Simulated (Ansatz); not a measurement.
Write the native input for Ansatz 0.2.0 that does the following.

```
Task                : band structure
Functional          : PBE
Potentials or basis : all-electron LAPW, scalar-relativistic
Cutoff              : 255 eV (chosen from the basis error)
Basis error allowed : 0.001 eV/atom
k mesh              : 9 × 9 × 9
Occupations         : fermi-dirac, width 0.05 eV
Spin                : collinear spin, ferromagnetic start
Starting moments    : [1.0, 0.0] μB
```

AlNi:

```
CELL_PARAMETERS angstrom
2.88100 0.00000 0.00000
0.00000 2.88100 0.00000
0.00000 0.00000 2.88100
ATOMIC_POSITIONS crystal
Ni 0.50000 0.50000 0.50000
Al 0.00000 0.00000 0.00000
```

One way to write it, as run:

input.yaml

```yaml
crystal:
  lattice:
    - [2.881, 0.0, 0.0]
    - [0.0, 2.881, 0.0]
    - [0.0, 0.0, 2.881]
  atoms:
    - { symbol: Ni, position: [0.5, 0.5, 0.5], spin: 1.0 }
    - { symbol: Al, position: [0.0, 0.0, 0.0] }
kpoints:
  mp_grid: { grid: [9, 9, 9] }
  band_path:
    path:
      - [0.0, 0.0, 0.0]
      - [0.0, 0.5, 0.0]
      - [0.5, 0.5, 0.0]
      - [0.0, 0.0, 0.0]
      - [0.5, 0.5, 0.5]
      - [0.0, 0.5, 0.0]
    npoints: 6
scf:
  occupations: { method: fermi_dirac, width: 0.05 }
hamiltonian:
  xc: pbe
  pseudopotentials: { kind: all_electron, lapw: { basis_error: 0.001 } }
magnetization:
  spin_polarized: true
output:
  forces: true
  stress: true
  eigenvalues: true
```

Potentials or basis: all-electron LAPW, scalar-relativistic.

Command:

```bash
$ ansatz run input.yaml --threads 2 --pin off --max-ram 6144MiB --backend cpu --events-out ev --progress --plain --runs-dir out
```

It gave:

```
Pressure                : 1.9 GPa
Band gap along the path : none (metal or under the smearing width)
Net moment              : 0.00 μB per cell
Absolute moment         : 0.00 μB per cell
```

Caveat: the starting moments weren't kept.

Run time: 5.4 s on 2 threads of Intel(R) Xeon(R) 6975P-C (Granite Rapids), with other jobs on the host, peak memory 0.42 GiB.
